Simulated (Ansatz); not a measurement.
Calculation for B (sc type): DFT, PBE, all-electron LAPW, scalar-relativistic (Ansatz 0.2.0). This run: volume at 0.52 of the series' base cell.

The cell comes from a relaxation on PAW files under the same functional, begun from a prototype that needn't be the stable phase.

Command: `ansatz run input.yaml --threads 1 --pin off --max-ram 2048MiB --backend cpu --events-out ev --progress --plain --runs-dir out` It took 8.9 s on 1 thread of Arm Neoverse V1 (shared host), peak memory 0.27 GiB.

```yaml
crystal:
  lattice:
    - [1.5151833025, 0.0, 0.0]
    - [0.0, 1.5151833025, 0.0]
    - [0.0, 0.0, 1.5151833025]
  atoms:
    - { symbol: B, position: [0.0, 0.0, 0.0] }
kpoints:
  mp_grid: { grid: [22, 22, 22] }
  band_path:
    path:
      - [0.0, 0.0, 0.0]
      - [0.0, 0.5, 0.0]
      - [0.5, 0.5, 0.0]
      - [0.0, 0.0, 0.0]
      - [0.5, 0.5, 0.5]
      - [0.0, 0.5, 0.0]
      - [0.5, 0.5, 0.5]
      - [0.5, 0.5, 0.0]
    npoints: 8
scf:
  occupations: { method: fermi_dirac, width: 0.05 }
hamiltonian:
  xc: pbe
  pseudopotentials: { kind: all_electron, lapw: { basis_error: 0.001 } }
output:
  forces: true
  stress: true
  eigenvalues: true
  populations: true
  dos: { projected: true, de: 0.2, e_range: [-14, 8] }
```

Output:

```
B: projections on atomic orbitals take those of the free atom 1s2 2s2 2p1, of charge +0.00 (hamiltonian.pseudopotentials.projection_atoms)
LAPW: plane waves up to 10.730 Å⁻¹, error target 1.0e-3 eV per atom; small_component_spin mean_spin; B in spheres of 0.758 Å, 5 of its electrons in bands, Dirac shells [] (how accurate: hamiltonian.pseudopotentials.lapw.basis_error, Limitations)
Engine: ansatz 0.2.0
Pseudopotentials: kind: all_electron
Pseudopotential: B, LAPW, valence charge 5, lapw/all_electron/scalar/gaussian/B, Koelling and Harmon's equation, gaussian nucleus
Functional definition: PBE
  parameter kappa = 0.804
  parameter beta = 0.06672455060314922
  exchange = pbe_x(kappa = kappa, mu = beta*pi^2/3)
  correlation = pbe_c(beta = beta)
Crystal: 1 atoms, lattice volume = 3.479 Å³
Basis set: ecut = 438.6917721558021 eV, 81 PW (Γ), exchange–correlation at level 2
Bands: 7, of which v1, the nominal top of the filled ones, is band 3 counted from 1 (2 counted from 0)
Symmetry: 48 space group operations
Space group: Pm-3m (ITA 221), of the structure as read, at distance tolerance 1.5e-5 Å
k-points: 364 of 10648
Non-local potential: B, projectors of the file, none
Initial density: superposition of atomic densities (chi_scale 0.1, normalization cell)
Initial wavefunctions: plane waves of lowest kinetic energy (no species holds an atomic orbital)
Functional: x = pbe(κ = 0.804, μ = 0.2195149727645171), c = pbe(β = 0.06672455060314922)
iter 1 solved again at ethr=2.76e-3 eV; its pass at ethr=1.00e-1 eV (dr2=1.38e-1 eV) is discarded
SCF iter   1: F=—  HF=-672.214569 eV  |F-HF|=—  |Δ(HF+E_count)|=         —  Δρ=9.24e-2  dr2=1.38e-1  ethr=2.76e-3  ⟨swp⟩=2.1  Hψ=19697  notcnv=0
preconditioner: auto → none  [metal: Δε(μ)=0.079 eV  Ē_g=36.101 eV  σ=0.050 eV  W_gap=0.38  n_scr=0 (ndim 8)  ℏωp=34.5 eV  f_vac=0.000  D(μ)=0.19/eV (n_scr^D=0)]
SCF iter   2: F=—  HF=-672.169689 eV  |F-HF|=—  |Δ(HF+E_count)|=   4.49e-2  Δρ=4.24e-2  dr2=2.89e-2  ethr=2.75e-3  ⟨swp⟩=2.0  Hψ=7657  notcnv=0  defer=1
iter 3 solved again at ethr=3.04e-7 eV; its pass at ethr=5.77e-4 eV (dr2=1.52e-5 eV) is discarded
SCF iter   3: F=—  HF=-672.160317 eV  |F-HF|=—  |Δ(HF+E_count)|=   9.37e-3  Δρ=1.11e-3  dr2=1.52e-5  ethr=3.04e-7  ⟨swp⟩=2.4  Hψ=12904  notcnv=0
SCF iter   4: F=—  HF=-672.160322 eV  |F-HF|=—  |Δ(HF+E_count)|=   4.73e-6  Δρ=9.13e-5  dr2=5.79e-8  ethr=3.04e-7  ⟨swp⟩=2.0  Hψ=6017  notcnv=0
SCF iter   5: F=-672.160322 eV  HF=-672.160322 eV  |F-HF|=6.42e-11  |Δ(HF+E_count)|=   2.27e-8  Δρ=3.27e-6  dr2=7.81e-11  ethr=1.16e-9  ⟨swp⟩=2.8  Hψ=6356  notcnv=0
SCF 1 converged in 5 iterations: F = -672.160322 eV  dr2 = 7.81e-11
NSCF: frozen V_eff on 57 k-points
SCF converged after 5 iterations
Free energy (F): -672.160322 eV
Harris-Foulkes:  -672.160322 eV  (|F-HF|=6.42e-11)
Internal energy: -672.158904 eV  (E = F + TS)
E sigma→0 (E₀):  -672.159613 eV
Entropy (-TS):   -0.001418 eV (-1.418 meV/atom)
Fermi energy:    22.399638 eV
--- Per-component energies (eV) ---
  E_band       = -259.091420
  E_kinetic    = 699.802561
  E_xc         = -117.151288
  E_electrostatic = -1254.810178  (all electrons and nuclei)
  E_smearing   = -0.001418  (= −TS)
  E_closure    = 0.000000  (closes the sum)
  E_atoms      = -669.487062  (free atoms, spherical and without spin; not in F)
  Σ components = -672.160322   (vs F -672.160322, Δ=0.00e0)
  Basis errors (estimates in eV, not in F): energy 4.5e-4 per atom: plane waves 4.2e-4 (2.5e-4 summed), levels above the bands 3.6e-247, relativity 1.0e-8, radial functions 3.2e-5, core shells 0.0e0; eigenvalues (radial functions only) 6.3e-5; not estimated: angular momenta, meshes, grids; target (lapw.basis_error) 1.0e-3; muffin-tin radii B 0.758 Å
--- Forces (eV/Å), atoms counted from 1 ---
  atom   1  B     -0.00000000     0.00000000     0.00000000
  max |Σ_I F_I| component: 1.64e-32 eV/Å
--- Stress (GPa, compression-positive) ---
      479.678116      -0.000000       0.000000
       -0.000000     479.678116       0.000000
        0.000000       0.000000     479.678116
  P = ⅓ Tr σ = 479.6781 GPa (4796.781 kbar)
--- Band table (eV; the first three rows and the last of 364) ---
  k-point 0: bands = ["-149.7090", "-0.7764", "45.1049", "45.1049", "45.1049", "56.6698", "56.6698"]
  k-point 1: bands = ["-149.7077", "-0.6828", "43.5413", "45.2105", "45.2105", "56.7990", "58.4328"]
  k-point 2: bands = ["-149.7038", "-0.4025", "40.2863", "45.5253", "45.5253", "57.1861", "62.2605"]
  k-point 363: bands = ["-149.5223", "28.2690", "28.2690", "28.2690", "44.3650", "44.3650", "44.3650"]
--- Löwdin populations: 1 site ---
  site symbol       q [e]
     0      B      4.9900
  spilling = 0.001994 (of n_electrons = 5.000000)
```

populations.tsv:

```
# site	symbol	l	j	q
# orbitals = lowdin
# n_electrons = 5.000000
# spilling = 0.001994
# projection_atom_B: 1s2 2s2 2p1
0	B	0_1S	-	1.967392
0	B	0_2S	-	0.587559
0	B	1_2P	-	2.435077
```

Next run (volume at 0.45 of the series' base cell), as changes to the input before:

```diff
   lattice:
-    - [1.5151833025, 0.0, 0.0]
-    - [0.0, 1.5151833025, 0.0]
-    - [0.0, 0.0, 1.5151833025]
+    - [1.4438926281, 0.0, 0.0]
+    - [0.0, 1.4438926281, 0.0]
+    - [0.0, 0.0, 1.4438926281]
   atoms:
```

Results part of the output:

```
SCF 1 converged in 5 iterations: F = -670.400033 eV  dr2 = 6.36e-11
the search or the solves at the SCF's close seem to have found levels that the self-consistency loop had missed (the run counts 1). By its estimate they hold under 1e-12 electrons; where the run keeps them, the occupations were computed again with them
NSCF: frozen V_eff on 57 k-points
SCF converged after 5 iterations
Free energy (F): -670.400033 eV
Harris-Foulkes:  -670.400033 eV  (|F-HF|=5.00e-12)
Internal energy: -670.398627 eV  (E = F + TS)
E sigma→0 (E₀):  -670.399330 eV
Entropy (-TS):   -0.001406 eV (-1.406 meV/atom)
Fermi energy:    25.808227 eV
--- Per-component energies (eV) ---
  E_band       = -244.653154
  E_kinetic    = 708.807132
  E_xc         = -118.953740
  E_electrostatic = -1260.252019  (all electrons and nuclei)
  E_smearing   = -0.001406  (= −TS)
  E_closure    = 0.000000  (closes the sum)
  E_atoms      = -669.487062  (free atoms, spherical and without spin; not in F)
  Σ components = -670.400033   (vs F -670.400033, Δ=0.00e0)
  Basis errors (estimates in eV, not in F): energy 4.6e-4 per atom: plane waves 4.2e-4 (2.5e-4 summed), levels above the bands 3.1e-263, relativity 1.2e-8, radial functions 3.1e-5, core shells 0.0e0; eigenvalues (radial functions only) 6.1e-5; not estimated: angular momenta, meshes, grids; target (lapw.basis_error) 1.0e-3; muffin-tin radii B 0.722 Å
--- Forces (eV/Å), atoms counted from 1 ---
  atom   1  B     -0.00000000     0.00000000     0.00000000
  max |Σ_I F_I| component: 2.67e-32 eV/Å
--- Stress (GPa, compression-positive) ---
      746.829920       0.000000       0.000000
        0.000000     746.829920       0.000000
        0.000000       0.000000     746.829920
  P = ⅓ Tr σ = 746.8299 GPa (7468.299 kbar)
--- Band table (eV; the first three rows and the last of 364) ---
  k-point 0: bands = ["-146.3430", "0.7270", "51.0983", "51.0983", "51.0983", "62.9889", "62.9889"]
  k-point 1: bands = ["-146.3407", "0.8243", "49.2797", "51.2175", "51.2175", "63.1317", "65.0459"]
  k-point 2: bands = ["-146.3342", "1.1153", "45.6036", "51.5726", "51.5726", "63.5595", "69.4112"]
  k-point 363: bands = ["-146.0293", "32.3921", "32.3921", "32.3921", "49.2638", "49.2638", "49.2638"]
--- Löwdin populations: 1 site ---
  site symbol       q [e]
     0      B      4.9897
  spilling = 0.002070 (of n_electrons = 5.000000)
```
